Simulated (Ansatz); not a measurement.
Runs of Ansatz 0.2.0 on NiO. It takes space group Fm-3m (No. 225, cubic). The conventional cell has a = 4.172 Å, b = 4.172 Å, c = 4.172 Å, α = 90.00°, β = 90.00°, γ = 90.00°. Ni (site symmetry m-3m) is surrounded by 6 O at 2.09 Å. O (site symmetry m-3m) is surrounded by 6 Ni at 2.09 Å. 

```csv
task,level,U,cell,cutoff (eV),hubbard projectors,double counting,points for each segment of the path,gap on the mesh (eV),pressure (GPa),moment (μB),relaxed volume (Å³/atom)
relaxation of cell and atoms,LDA+U,Ni d U = 4 eV,relaxed,420,ortho-atomic (the default),fll (the default),-,(a),0.0,2.00,8.81
relaxation of cell and atoms,RPBE+D3(BJ),-,relaxed,420,-,-,-,-,0.0,1.81,(b)
band structure,m-r2SCAN,-,as given,500,-,-,14,none,-0.1,1.84,-
band structure,PBEsol,-,as given,420,-,-,14,none,-7.4,(c),-
```

Alike in all rows: potentials or basis Ansatz PAW; spin collinear, ferromagnetic start; k mesh 11 × 11 × 11; smearing fermi-dirac 0.05 eV.

Question: Estimate the missing entries.

Answer: (a) 0.52; (b) 9.01; (c) 1.40.

Caveats: a cell with one magnetic atom can't hold antiferromagnetic order, which such compounds often take; the PAW data sets come from PBE, with cores solved anew for the run's functional, which leaves a small shift of forces and pressure; the magnetic or orbital state may not be the lowest (some runs); the plane-wave basis is chosen anew once the cell has moved, so the energies of steps on either side of that aren't comparable (some runs); semilocal functionals often make such compounds metallic where correlation or magnetic order opens a gap, which also shifts bond lengths (some runs); odd divisions of the mesh miss points on the zone boundary, where band edges often lie, so the gap on the mesh can be too wide (some runs).

A k mesh can miss the band edges.

A gap of «none» marks a metal or a gap under the smearing width.

Runs at the PBE level aren't shown here.
